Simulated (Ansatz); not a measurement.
## Moving the share of exact exchange in BAs

The structure is cubic, space group F-43m (No. 216). Conventional cell: a = 4.777 Å, b = 4.777 Å, c = 4.777 Å, α = 90.00°, β = 90.00°, γ = 90.00°. As (site symmetry -43m) is surrounded by 4 B at 2.07 Å. B (site symmetry -43m) has 4 As at 2.07 Å as nearest neighbours.

Kept alike: task single point; k mesh 6 × 6 × 6; occupations fermi-dirac, width 0.05 eV; no spin polarisation. Program: Ansatz, Ansatz PAW, cutoff 420 eV. The mesh is that of the run's cell of 2 atoms. No spin-orbit coupling.

```csv
"share of exact exchange, α",band gap (eV),pressure (GPa)
0,1.281,2.81
0.1,1.802,1.42
0.15,2.069,0.75
0.25,2.612,-0.56
0.35,3.169,-1.80
0.5,4.027,-3.59
```

Pressure is positive in compression, with a Pulay correction for the finite cutoff. Spin-orbit coupling, left out here, moves the band edges of heavy atoms and can close or invert small gaps. A gap read on the mesh alone can miss an edge between its points. All rows use potentials made for PBE. The mesh is thin for exact exchange.

Question: What does the share of exact exchange change here?

Answer: The band gap rises from 1.281 to 4.027 eV between 0 and 0.5. Exact exchange pulls filled levels down against empty ones, so the gap grows nearly in line with its share. The mean slope is +5.49 eV per unit of share. Measured: 2.02 eV at 300 K (arxiv:1911.04914); nearest 0.15, 0.049 eV off. The runs are for a static lattice. The pressure falls from 2.81 to -3.59 GPa between 0 and 0.5. Exact exchange shortens the bonds here, so the pressure at fixed cell falls.
